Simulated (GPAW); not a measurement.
# Ga (P2_1/m) in GPAW: further runs

Runs on Ga. Level: PBEsol. Tasks: single point.

All numbers are computed with GPAW 26.7.0; they aren't measurements. Logs are shortened: lines on timing, memory, paths and dates and some standing lists are left out, and cuts for length are marked. The log counts tension as positive stress, the text compression.

## 1. The structure

It takes space group P2_1/m (No. 11, monoclinic). Conventional cell: a = 2.778 Å, b = 3.282 Å, c = 4.210 Å, α = 90.00°, β = 108.61°, γ = 90.00°. Ga (site symmetry m) has 8 Ga at 2.71 to 2.84 Å as nearest neighbours.

This isn't the form of Ga at room conditions, which is orthorhombic.

## 2. Single point, PBEsol, 17.46 Å³/atom

run.py reads:

```python
from ase import Atoms
from ase.dft.bandgap import bandgap
from ase.io import write
from ase.units import GPa
from gpaw import GPAW, PW, setup_paths

setup_paths.insert(0, '.')

atoms = Atoms(['Ga', 'Ga'],
              cell=[[2.7784220849, 0.0, 0.0],
                    [0.0, 3.28160879, 0.0],
                    [-1.3434310986, 0.0, 3.8306622492]],
              scaled_positions=[[0.13459627, 0.75, 0.77016683],
                                [0.86540373, 0.25, 0.22983317]],
              pbc=True)

calc = GPAW(mode=PW(600),
            xc='PBEsol',
            kpts={'size': (10, 8, 7), 'gamma': True},
            occupations={'name': 'fermi-dirac', 'width': 0.05},
            nbands=10,
            convergence={'density': 1e-05, 'energy': 1e-05},
            maxiter=150,
            txt='gpaw.txt')
atoms.calc = calc
energy = atoms.get_potential_energy()
forces = atoms.get_forces()
stress = atoms.get_stress()
calc.write('gs.gpw')
write('result.traj', atoms)
print(f'Energy: {energy:.6f} eV')
print('Forces (eV/A):')
print(forces.round(4))
print('Stress (GPa):', (stress / GPa).round(3))
print('Fermi level:', round(calc.get_fermi_level(), 4), 'eV')
print(f'Gap: {bandgap(calc)[0]:.4f} eV, direct: {bandgap(calc, direct=True)[0]:.4f} eV')
```

Potentials or basis: PAW data sets generated in the run's folder for this functional, pw.

Run with:

```sh
$ gpaw-setup -f PBEsol Ga
$ OMP_NUM_THREADS=1 python run.py
```

gpaw.txt:

```text
__  _  _
 | _ |_)|_||  |
 |__||  | ||/\| - 26.7.0

Input parameters:
  mode=PW(ecut=600.0),
  convergence={'density': 1e-05, 'energy': 1e-05},
  kpts=MonkhorstPack(size=(10, 8, 7), gamma=True),
  maxiter=150,
  nbands=10,
  occupations=Occupations(name='fermi-dirac', width=0.05),
  xc=XC(name='PBEsol')

Diagonalizing LCAO Hamiltonian
Converting LCAO to pw mode

        Ga

              Ga

Atoms  # Å, Bohr magnetons
|   | symbol |         x |        y |        z |    initial magnetic moments |
|---|--------|-----------|----------|----------|-----------------------------|
| 0 |     Ga | -0.660701 | 2.461207 | 2.950249 | ( 0.0000,  0.0000,  0.0000) |
| 1 |     Ga |  2.095692 | 0.820402 | 0.880413 | ( 0.0000,  0.0000,  0.0000) |

Unit cell  # Å
| periodic |         x |        y |        z |  lengths |     angles |
|----------|-----------|----------|----------|----------|------------|
|      yes |  2.778422 | 0.000000 | 0.000000 | 2.778422 |  90.000000 |
|      yes |  0.000000 | 3.281609 | 0.000000 | 3.281609 | 109.326006 |
|      yes | -1.343431 | 0.000000 | 3.830662 | 4.059406 |  90.000000 |

Number of symmetries: 2
Symmetry operations  # r_c * U_cc + t_c -> r_c
|   | kind |            matrix            |
|---|------|------------------------------|
| 0 |  E   |  1, 0, 0,  0, 1, 0,  0, 0, 1 |
| 1 |  i   | -1, 0, 0,  0,-1, 0,  0, 0,-1 |

BZ-sampling:
  Number of BZ points: 560
  Number of IBZ points: 282

  Monkhorst-Pack size: [10, 8, 7]
  Monkhorst-Pack shift: [0.05, 0.0625, 0.0]

K-points  # in reciprocal-cell coordinates
|     |                                coordinates |     weight |
|-----|--------------------------------------------|------------|
|   0 | (  0.00000000,   0.00000000,   0.00000000) | 0.00178571 |
|   1 | (  0.00000000,   0.00000000,   0.14285714) | 0.00357143 |
|   2 | (  0.00000000,   0.00000000,   0.28571429) | 0.00357143 |
|   3 | (  0.00000000,   0.00000000,   0.42857143) | 0.00357143 |
|   4 | (  0.00000000,   0.12500000,  -0.42857143) | 0.00357143 |
|   5 | (  0.00000000,   0.12500000,  -0.28571429) | 0.00357143 |
|   6 | (  0.00000000,   0.12500000,  -0.14285714) | 0.00357143 |
|   7 | (  0.00000000,   0.12500000,   0.00000000) | 0.00357143 |
|   8 | (  0.00000000,   0.12500000,   0.14285714) | 0.00357143 |
|   9 | (  0.00000000,   0.12500000,   0.28571429) | 0.00357143 |
| ... |                                            |            |
| 281 | (  0.50000000,   0.50000000,   0.42857143) | 0.00357143 |

Plane wave coefficients: 1191
Cutoff: 600.0 eV

Spin-components: 1 (collinear spins)
Bands:           10
Projectors:      10
Spin-degeneracy: 2
Datatype:        complex128

Parallelization:
  kpt:    1
  domain: 1
  band:   1

Density:
  Valence electrons: 6.0
  Components: 1
  Grid points: [16 20 24]
  Charge: 0.0  # |e|

Potential:
  Grid points: [16 20 24]

species:
  Ga:
    name:    Gallium
    Z:       31.0
    valence: 3
    core:    28
    charge:  0.0  # [|e|]
    compensation charges:
      type: gauss
      rc: 0.37  # [Å]
      lmax: 2
    cutoffs:
      filter: 2.06  # [Å]
      core: 4.17  # [Å]
    projectors
    | kind |    occ | energy [eV] | rcut [Å] |
    |------|--------|-------------|----------|
    |   4s |  2.000 |      -8.959 |    1.164 |
    |   4p |  1.000 |      -2.572 |    1.164 |
    |    s |        |      18.252 |    1.164 |
    |    p |        |      24.640 |    1.164 |
    |    d |        |       0.000 |    1.164 |

    Using partial waves for Ga as LCAO basis

Reference energy: -105688.870787  # eV

eigensolver:
  PPCG
  Converge bands: occupied
  niter=2

density mixing:
  MSR1-Mixer
  Pratt-step length: 0.05
  Maximum mixing coefficient: 0.75
  Old densities: 10
  SVD Regularization: 0.005
  Good broyden scale: 1.0
  Trust region scale: 1.0
  Backstep threshold: 4.0
  History deletion threshold: 6.0
  Fourier metric: weight=20.0, sigma=0.015

occupation numbers:
  Fermi-Dirac:
    width: 0.0500  # eV

poisson solver:
  ecut: 4800.0  # eV

xc functional:
  name: PBEsol with 2 nearest neighbor stencil

convergence criteria:
- Maximum integral of absolute [dens]ity change: 1e-05 electrons / valence electron
- Maximum [total energy] change in last 3 cyles: 1e-05 eV / valence electron
- Maximum integral of absolute [eigenst]ate change: 4e-08 eV^2 / valence electron
maximum number of iterations: 150

SCF iterations
|iter     | |      energy | eigst |  dens |
|---------|-|-------------|-------|-------|
|iter:   1| |   -6.675831 | -0.88 |       |
|iter:   2| |   -6.675023 | -3.18 | -1.05 |
|iter:   3| |   -6.664801 | -3.46 | -1.08 |
|iter:   4| |   -6.664240 | -4.05 | -1.59 |
|iter:   5| |   -6.664241 | -5.73 | -2.67 |
|iter:   6| |   -6.664243c| -6.65 | -3.20 |
|iter:   7| |   -6.664243c| -7.66c| -4.17 |
|iter:   8| |   -6.664243c| -8.65c| -4.63 |
|iter:   9| |   -6.664243c| -9.83c| -6.08c|

Converged in 9 steps
Energy contributions relative to reference atoms: (reference = -105688.870787)

Energy contributions:
  Kinetic:          24.851565
  Coulomb:         -19.903824
  Zero:              0.016452
  External:          0.000000
  Xc:              -11.625479
  Entropy:          -0.005913
  Spinorbit:         0.000000
  ----------------------------
  Free energy:      -6.667199
  Extrapolated:     -6.664243

dipole moment: (-0.000021, -0.000048, -0.000056)  # |e|*Ang

Fermi level: 6.752
Eigenvalues  # (at kpt = [0.000, 0.000, 0.000])
| band index |      eig [eV] | occ [0-2] |
|------------|---------------|-----------|
|          0 |        -4.929 |     2.000 |
|          1 |         5.010 |     2.000 |
|          2 |         6.046 |     2.000 |
|          3 |         8.279 |     0.000 |
|          4 |        12.169 |     0.000 |
|          5 |        15.907 |     0.000 |
|          6 |        17.050 |     0.000 |
|          7 |        18.080 |     0.000 |
|          8 |        18.090 |     0.000 |
|          9 |        19.659 |     0.000 |

No gap
No difference between direct/indirect transitions

Forces  # eV/Ang
|        x |        y |        z |
|----------|----------|----------|
|  0.00532 | -0.00000 | -0.01616 |  # Ga   0
| -0.00532 |  0.00000 |  0.01616 |  # Ga   1

Stress tensor  # eV/Ang^3
|         x |         y |         z |
|-----------|-----------|-----------|
| -0.015246 |  0.000000 |  0.001101 |
|  0.000000 | -0.007304 | -0.000000 |
|  0.001101 | -0.000000 | -0.028569 |

# Writing to gs.gpw (mode='')
```

It took 40 s on 1 thread of Arm Neoverse V1, shared host; peak memory 0.24 GiB.

What came out:

```
Free energy            : -6.6672 eV
Pressure               : 2.7 GPa
Largest force          : 0.017 eV/Å
Band gap on the k mesh : none (metal or under the smearing width)
```

Caveat: the density grid can change from cell to cell, which puts small steps into energies and stress.

## 3. Single point, PBEsol, 17.83 Å³/atom

run.py: that of step 2 with these lines changed.

```diff
@@ -11,3 +11,3 @@
                     [0.0, 3.28160879, 0.0],
-                    [-1.3434310986, 0.0, 3.8306622492]],
+                    [-1.3434310986, 0.0, 3.9104677128]],
               scaled_positions=[[0.13459627, 0.75, 0.77016683],
```

Potentials or basis: PAW data sets generated in the run's folder for this functional, pw.

Run with:

```sh
$ gpaw-setup -f PBEsol Ga
$ OMP_NUM_THREADS=1 python run.py
```

Run time: 40 s. Hardware: 1 thread of Arm Neoverse V1, shared host; peak memory 0.24 GiB.

It converged, with:

- Free energy: -6.6827 eV
- Pressure: 1.2 GPa
- Largest force: 0.053 eV/Å
- Band gap on the k mesh: none (metal or under the smearing width)

Caveat: the density grid can change from cell to cell, which puts small steps into energies and stress.
